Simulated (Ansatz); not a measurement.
The elements of this relaxed trial crystal are hidden behind letters.

```
lattice vectors (Å)
   4.0634    0.0000    0.0000
  -2.0317    3.5190    0.0000
   0.0000    0.0000    6.6969
fractional positions
X 0.0000 0.0000 0.0000
X 0.0000 0.0000 0.5000
Z 0.3333 0.6667 0.7500
Z 0.6667 0.3333 0.2500
```

Theory: DFT PBE, scalar-relativistic, plane waves, PAW in Ansatz 0.2.0. Settings of the last relaxation (4-atom cell): 420 eV, 12×12×8 k points, Gaussian smearing of 0.10 eV, no spin polarisation.

| Property | Result |
| --- | --- |
| Space group | P6_3/mmc (No. 194) |
| Conventional cell | a = 4.063 Å, c = 6.697 Å |
| Volume per atom | 23.94 Å³ |
| Density | 6.64 g/cm³ |
| Energy over the elements | −0.46 eV/atom |
| Gap on the 12×12×8 mesh of the 4-atom cell | 0 eV (the bands overlap slightly) |

Energies are uncorrected and count from the elements' standard states at the same level.

Q: X is a d-block element of period 5 and Z is a p-block element of period 4. Which elements are they?

A: X = Cd, Z = Se, so the formula is CdSe, here in the nickel arsenide type. Density times volume gives a mean mass of 6.64 × 23.94/1.6605 = 95.7 u per atom, and this set has 95.7 u. Among the elements that the hints allow, noble gases aside, only these give it. Cd is surrounded by 6 Se at 2.88 Å and 2 Cd at 3.35 Å; Se has 6 Cd at 2.88 Å.

The zero gap may come from the functional, which often closes small gaps. Symmetry constrained the relaxation, so the result can be a saddle point.
